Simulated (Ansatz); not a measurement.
We consider zinc-blende ZnTe, described by PBE0 in Ansatz (plane waves, PAW).

Total energies, extrapolated to zero smearing (they compare only within this program, potentials and cutoff; free atoms with spin allowed, lowest state found):

```csv
system,energy (eV/atom)
"zinc-blende ZnTe, relaxed",-5151.8661
free Zn atom,-3317.8368
free Te atom,-6981.2979
```

Q: Work out the cohesive energy per atom.

A: E_coh = [1 × (-3317.8368) + 1 × (-6981.2979)]/2 − (-5151.8661) = 2.30 eV/atom. The reference value is 2.45 eV/atom (measured, zero-point energy (9/8 kB θD) added and atomic spin-orbit splittings removed, spin-orbit-averaged atoms; as tabulated in Albrecht et al. (1997), arXiv:cond-mat/9706128), not set against a level without spin–orbit coupling.

Spin–orbit coupling is left out; its size isn't shown.

The PAW data were made under PBE.

Ansatz is a program for electronic structure.
